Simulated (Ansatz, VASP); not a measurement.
# NaF (Villiaumite): VASP beside Ansatz

INCAR

```
SYSTEM = NaF
PREC     = Accurate       ! precision mode
ENCUT    = 520            ! plane-wave cutoff, eV
EDIFF    = 1E-6           ! SCF threshold, eV
ISMEAR   = -1             ! smearing method
SIGMA    = 0.05           ! smearing width, eV
LREAL    = .False.        ! projectors in reciprocal space
LASPH    = .True.         ! aspherical terms in the spheres
NELM     = 60             ! most SCF steps
ALGO     = Normal         ! electronic algorithm
ISIF     = 2              ! what is computed and relaxed
LWAVE    = .False.        ! write WAVECAR
LCHARG   = .True.         ! write CHGCAR
GGA      = CA             ! functional
LELF     = .True.         ! ELF
LVHAR    = .True.       
NBANDS   = 14             ! bands
```

File KPOINTS:

```
regular mesh
0
Gamma
  10 10 10
  0 0 0
```

POSCAR

```
NaF
1.0
    0.0000000000      2.2886448050      2.2886448050
    2.2886448050      0.0000000000      2.2886448050
    2.2886448050      2.2886448050      0.0000000000
Na F
1 1
Direct
    0.0000000000      0.0000000000      0.0000000000
    0.5000000000      0.5000000000      0.5000000000
```

input.yaml

```yaml
crystal:
  lattice:
    - [0.0, 2.288644805, 2.288644805]
    - [2.288644805, 0.0, 2.288644805]
    - [2.288644805, 2.288644805, 0.0]
  atoms:
    - { symbol: Na, position: [0.0, 0.0, 0.0] }
    - { symbol: F, position: [0.5, 0.5, 0.5] }
kpoints:
  mp_grid: { grid: [10, 10, 10] }
scf:
  occupations: { method: fermi_dirac, width: 0.05 }
hamiltonian:
  xc: lda
  pseudopotentials: { kind: all_electron, lapw: { basis_error: 0.001 } }
output:
  forces: true
  stress: true
  eigenvalues: true
```

Change from the starting cell: volume scaled by 0.96.

Alike in both runs: task single point; functional LDA; k mesh 10 × 10 × 10; occupations fermi-dirac, width 0.05 eV; no spin polarisation.

```csv
,VASP,Ansatz
version,VASP 6.6.1,Ansatz 0.2.0
potentials or method,"VASP PAW LDA potentials, release 64 (Na_pv, F)","all-electron LAPW, scalar-relativistic"
plane-wave cutoff (eV),520,see its input
```

```tsv
	VASP	Ansatz	Ansatz less VASP
gap on the k mesh at the Fermi level (eV)	6.15	6.16	+0.010
least direct gap on the mesh (eV)	6.15	6.16	+0.010
pressure (GPa)	-2.8	-2.7	+0.12
```

Ansatz ran all-electron here, so the differences hold the error of VASP's frozen core and of both bases.

A k mesh can miss the band edges.
